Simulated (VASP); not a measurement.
# AlN (P6_3mc) in VASP: notebook

One crystal, AlN, is run at these levels: r2SCAN, PBE, LDA; tasks: relaxation of cell and atoms.

Program: VASP 6.6.1. These are calculated values, not measurements. Logs are shortened: lines on timing, memory, paths and dates and some standing lists are left out, and cuts for length are marked.

## Step 1: Starting point

The structure is hexagonal, space group P6_3mc (No. 186). Conventional cell: a = 3.104 Å, b = 3.104 Å, c = 4.978 Å, α = 90.00°, β = 90.00°, γ = 120.00°. Al (site symmetry 3m) has 4 N at 1.89 to 1.90 Å as nearest neighbours. N (site symmetry 3m) has 4 Al at 1.89 to 1.90 Å as nearest neighbours.

## Step 2: Relaxation of cell and atoms, r2SCAN

INCAR reads:

```
PREC = Accurate
ENCUT = 600
EDIFF = 1E-7
ISMEAR = 0
SIGMA = 0.03
LREAL = F
LASPH = T
NELM = 80
ALGO = Normal
ISIF = 3
LWAVE = F
LCHARG = F
METAGGA = R2SCAN
LMIXTAU = T
IBRION = 2
NSW = 90
EDIFFG = -0.005
KPAR = 2
```

KPOINTS reads:

```
regular mesh
0
Gamma
  12 12 6
```

POSCAR reads:

```
AlN                                     
1.0
    3.1044035650      0.0000000000      0.0000000000
   -1.5522017825      2.6884923509     -0.0000000000
   -0.0000000000      0.0000000000      4.9777328376
  Al              N             
     2     2
Direct
     0.3333333332999970    0.6666666667000030    0.9992570489245417
     0.6666666667000030    0.3333333332999970    0.4992570489245417
     0.3333333332999970    0.6666666667000030    0.3807429510754609
     0.6666666667000030    0.3333333332999970    0.8807429510754609
```

Potentials or basis: VASP PAW PBE potentials, release 64 (Al, N).

The run is started by

```
> cat potpaw_PBE.64/Al/POTCAR potpaw_PBE.64/N/POTCAR > POTCAR
> mpirun -np 2 vasp_std > vasp.out
```

OUTCAR:

```text
PREC = Accurate
   ENCUT = 600
   EDIFF = 1E-7
   ISMEAR = 0
   LREAL = F
   LASPH = T
   NELM = 80
   ISIF = 3
   METAGGA = R2SCAN
   IBRION = 2
   NSW = 90
   EDIFFG = -0.005

 ion  position               nearest neighbor table
   1  0.333  0.667  0.999-   4 1.89   4 1.89   4 1.89   3 1.90   2 3.07   2 3.07   2 3.07   2 3.07
                             2 3.07   2 3.07
   2  0.667  0.333  0.499-   3 1.89   3 1.89   3 1.89   4 1.90   1 3.07   1 3.07   1 3.07   1 3.07
                             1 3.07   1 3.07
   3  0.333  0.667  0.381-   2 1.89   2 1.89   2 1.89   1 1.90
   4  0.667  0.333  0.881-   1 1.89   1 1.89   1 1.89   2 1.90

  LATTYP: Found a hexagonal cell.
 ALAT       =     3.1044035650
 C/A-ratio  =     1.6034425723

  Lattice vectors:

 A1 = (   3.1044035650,   0.0000000000,   0.0000000000)
 A2 = (  -1.5522017825,   2.6884923509,   0.0000000000)
 A3 = (   0.0000000000,   0.0000000000,   4.9777328376)

Analysis of symmetry for initial positions (statically):
=====================================================================
 Subroutine PRICEL returns:
 Original cell was already a primitive cell.

 Routine SETGRP: Setting up the symmetry group for a
 hexagonal supercell.

 Subroutine GETGRP returns: Found 12 space group operations
 (whereof  6 operations were pure point group operations)
 out of a pool of 24 trial point group operations.

The static configuration has the point symmetry C_3v.
 The point group associated with its full space group is C_6v.

Analysis of symmetry for dynamics (positions and initial velocities):
=====================================================================
 Subroutine PRICEL returns:
 Original cell was already a primitive cell.

 Routine SETGRP: Setting up the symmetry group for a
 hexagonal supercell.

 Subroutine GETGRP returns: Found 12 space group operations
 (whereof  6 operations were pure point group operations)
 out of a pool of 24 trial point group operations.

The dynamic configuration has the point symmetry C_3v.
 The point group associated with its full space group is C_6v.

 Subroutine INISYM returns: Found 12 space group operations
 (whereof  6 operations are pure point group operations),
 and found     1 'primitive' translations

----------------------------------------------------------------------------------------

                                     Primitive cell

  volume of cell :      41.5450

  direct lattice vectors                    reciprocal lattice vectors
     3.104403565  0.000000000  0.000000000     0.322123068  0.185977840  0.000000000
    -1.552201783  2.688492351  0.000000000     0.000000000  0.371955680  0.000000000
     0.000000000  0.000000000  4.977732838     0.000000000  0.000000000  0.200894671

  length of vectors
     3.104403565  3.104403565  4.977732838     0.371955680  0.371955680  0.200894671

  position of ions in fractional coordinates (direct lattice)
     0.333333333  0.666666667  0.999257049
     0.666666667  0.333333333  0.499257049
     0.333333333  0.666666667  0.380742951
     0.666666667  0.333333333  0.880742951

  ion indices of the primitive-cell ions
   primitive index   ion index
                 1           1
                 2           2
                 3           3
                 4           4

----------------------------------------------------------------------------------------

 KPOINTS: regular mesh

Automatic generation of k-mesh.
 Grid dimensions read from file:
[... 76 lines left out ...]
   NELECT =      16.0000    total number of electrons
   NUPDOWN=      -1.0000    fix difference up-down
   EMIN   =  10.00;   EMAX   =-10.00  energy-range for DOS
   EFERMI =   0.00;   METHOD = LEGACY
   ISMEAR =     0;   SIGMA  =   0.03  broadening in eV -4-tet -1-fermi 0-gaus
   EFERMI_NEDOS =   21; number of points for ismear=-14 and -15
   IALGO  =     38    algorithm
   IMIX   =      4    mixing-type and parameters
     AMIX     =   0.40;   BMIX     =  1.00
     AMIX_MAG =   1.60;   BMIX_MAG =  1.00
  volume/ion in A,a.u.               =      10.39        70.09
  Fermi-wavevector in a.u.,A,eV,Ry     =   1.191083  2.250820 19.302291  1.418678
  Thomas-Fermi vector in A             =   2.327153
   LORBIT       =      0    0 simple, 1 ext, 2 COOP (PROOUT), +10 PAW based schemes
   METAGGA = R2SCAN    functional components
   LHFCALC =     F    Hartree Fock is set to
   AEXX    =    0.0000 exact exchange contribution
   IVDW    =     0    specifies the selected vdW correction
   LEPSILON=     F    determine dielectric tensor
   LRPA    =     F    only Hartree local field effects (RPA)
 conjugate gradient relaxation of ions
 non-spin polarized calculation
 Gauss-broadening in eV      SIGMA  =   0.03
  energy-cutoff  :      600.00
  volume of cell :       41.54
 maximum number of plane-waves:      1412
 NGX is ok and might be reduce to    28
   NGX = 13   NGY = 13   NGZ = 19

--------------------------------------- Ionic step        1  -------------------------------------------

 number of electron      15.9999999 magnetization

 Free energy of the ion-electron system (eV)
  ---------------------------------------------------
  ext. energy  EPLUGINS =         0.00000000
  ---------------------------------------------------
  free energy    TOTEN  =       -38.45580821 eV

  energy without entropy =      -38.45580821  energy(sigma->0) =      -38.45580821

------------------------ aborting loop because EDIFF is reached ----------------------------------------

  FORCE on cell =-STRESS in cart. coord.  units (eV):
  Direction    XX          YY          ZZ          XY          YZ          ZX
  --------------------------------------------------------------------------------------
  -------------------------------------------------------------------------------------
  Total        0.0241829      0.0241829     -0.0187109      0.0000000      0.0000000      0.0000000
  in kB        0.9326104      0.9326104     -0.7215845      0.0000000      0.0000000      0.0000000
  external PRESSURE =       0.3812121 kB  Pullay stress =       0.0000000 kB

 VOLUME and BASIS-vectors are now :
 -----------------------------------------------------------------------------
  energy-cutoff  :      600.00
  volume of cell :       41.54
      direct lattice vectors                 reciprocal lattice vectors
     3.104403565  0.000000000  0.000000000     0.322123068  0.185977840  0.000000000
    -1.552201783  2.688492351  0.000000000     0.000000000  0.371955680  0.000000000
     0.000000000  0.000000000  4.977732838     0.000000000  0.000000000  0.200894671

 POSITION                                       TOTAL-FORCE (eV/Angst)
 -----------------------------------------------------------------------------------
     -0.00000      1.79233      4.97403         0.000000     -0.000000     -0.003939
      1.55220      0.89616      2.48517        -0.000000      0.000000     -0.003939
     -0.00000      1.79233      1.89524         0.000000     -0.000000      0.003939
      1.55220      0.89616      4.38410        -0.000000      0.000000      0.003939
 -----------------------------------------------------------------------------------
    total drift:                               -0.000000      0.000000     -0.025079

  FREE ENERGIE OF THE ION-ELECTRON SYSTEM (eV)
  ---------------------------------------------------
  free  energy   TOTEN  =       -38.4558082140 eV

  energy  without entropy=      -38.4558082140  energy(sigma->0) =      -38.45580821

--------------------------------------- Ionic step        2  -------------------------------------------

 number of electron      15.9999999 magnetization

 Free energy of the ion-electron system (eV)
  ---------------------------------------------------
  ext. energy  EPLUGINS =         0.00000000
  ---------------------------------------------------
  free energy    TOTEN  =       -38.45582235 eV

  energy without entropy =      -38.45582235  energy(sigma->0) =      -38.45582235

 E-fermi :   6.1303     XC(G=0): -11.4224

 val. band max:        5.9289939570   @ k =   0.0000   0.0000   0.0000
 cond. band min:      10.8619018498   @ k =   0.0000   0.0000   0.0000
 fundamental gap:      4.9329078928
 Fermi energy:         6.1303470921

 k-point     1 :       0.0000    0.0000    0.0000
  band No.  band energies     occupation
      1     -10.0586      2.00000
      2      -7.9331      2.00000
      3      -0.1455      2.00000
      4       5.0457      2.00000
      5       5.0457      2.00000
      6       5.7063      2.00000
      7       5.7063      2.00000
      8       5.9290      2.00000
      9      10.8619      0.00000
     10      13.4822      0.00000
     11      17.5542      0.00000
     12      17.9850      0.00000
[... 331 lines left out ...]
 k-point    24 :       0.3333   -0.0000    0.1667
  band No.  band energies     occupation
      1      -8.7342      2.00000
      2      -7.5259      2.00000
      3       0.9607      2.00000
      4       1.9402      2.00000
      5       2.5504      2.00000
      6       4.1179      2.00000
      7       5.1264      2.00000
      8       5.2578      2.00000
      9      12.5090      0.00000
     10      13.3394      0.00000
     11      15.3029      0.00000
     12      17.0766      0.00000

 [... further k-points ...]
[... 5 lines left out ...]
  --------------------------------------------------------------------------------------
  -------------------------------------------------------------------------------------
  Total       -0.0116937     -0.0116937     -0.0097506      0.0000000     -0.0000000     -0.0000000
  in kB       -0.4508050     -0.4508050     -0.3758963      0.0000000     -0.0000000     -0.0000000
  external PRESSURE =      -0.4258354 kB  Pullay stress =       0.0000000 kB

 VOLUME and BASIS-vectors are now :
 -----------------------------------------------------------------------------
  energy-cutoff  :      600.00
  volume of cell :       41.56
      direct lattice vectors                 reciprocal lattice vectors
     3.105309001  0.000000000  0.000000000     0.322029144  0.185923613  0.000000000
    -1.552654500  2.689276481 -0.000000000     0.000000000  0.371847226  0.000000000
    -0.000000000  0.000000000  4.976609532    -0.000000000  0.000000000  0.200940016

 POSITION                                       TOTAL-FORCE (eV/Angst)
 -----------------------------------------------------------------------------------
     -0.00000      1.79285      4.97272         0.000000     -0.000000     -0.004899
      1.55265      0.89643      2.48442         0.000000      0.000000     -0.004899
     -0.00000      1.79285      1.89500        -0.000000      0.000000      0.004899
      1.55265      0.89643      4.38330        -0.000000     -0.000000      0.004899
 -----------------------------------------------------------------------------------
    total drift:                               -0.000000      0.000000     -0.025037

  FREE ENERGIE OF THE ION-ELECTRON SYSTEM (eV)
  ---------------------------------------------------
  free  energy   TOTEN  =       -38.4558223471 eV

  energy  without entropy=      -38.4558223471  energy(sigma->0) =      -38.45582235

 reached required accuracy - stopping structural energy minimisation
```

Run time: 3.5 min. Hardware: 2 MPI ranks of Intel Xeon Platinum 8488C (Sapphire Rapids), shared host; peak memory 0.19 GiB.

What came out:

```
Free energy                            : -38.4558 eV
Relaxed volume                         : 10.39 Å³/atom
Relaxed cell                           : a = 3.105 Å, b = 3.105 Å, c = 4.977 Å, α = 90.00°, β = 90.00°, γ = 120.00°
Space group after relaxing (to 0.05 Å) : P6_3mc (No. 186)
Energy gained by relaxing              : 0.0 meV/atom
Ionic steps                            : 2
Pressure after relaxing                : 0.0 GPa
Largest force after relaxing           : 0.005 eV/Å
Band gap on the k mesh                 : 4.93 eV, direct
```

Forces on the atoms (eV/Å):
```
Al   0.000  0.000 -0.005
Al   0.000  0.000 -0.005
N    0.000  0.000  0.005
N    0.000  0.000  0.005
```

Final structure:
```cif
data_structure
_symmetry_space_group_name_H-M 'P 1'
_symmetry_Int_Tables_number 1
_cell_length_a 3.1053
_cell_length_b 3.1053
_cell_length_c 4.9766
_cell_angle_alpha 90.000
_cell_angle_beta 90.000
_cell_angle_gamma 120.000
_cell_volume 41.56
loop_
_atom_site_label
_atom_site_type_symbol
_atom_site_fract_x
_atom_site_fract_y
_atom_site_fract_z
_atom_site_occupancy
Al1 Al 0.33333 0.66667 0.99922 1
Al2 Al 0.66667 0.33333 0.49922 1
N1 N 0.33333 0.66667 0.38078 1
N2 N 0.66667 0.33333 0.88078 1
```

Levels at points of the mesh, in eV from the valence-band top:
```tsv
k point	band 5	band 6	band 7	band 8	band 9	band 10	band 11	band 12
(0.00, 0.00, 0.00)	-0.88	-0.22	-0.22	0.00	4.93	7.55	11.63	12.06
(0.50, 0.00, 0.00)	-3.39	-2.14	-1.77	-0.71	6.45	6.57	9.07	11.27
(0.00, 0.00, 0.50)	-0.56	-0.56	-0.56	-0.56	7.27	7.27	11.33	11.33
(0.50, 0.00, 0.50)	-1.50	-1.50	-1.39	-1.39	6.00	6.00	10.16	10.16
```

Caveat: the PAW data sets were made with another functional, which shifts forces and pressure a little. A k mesh can miss the band edges.

[end of part 1 of 2]
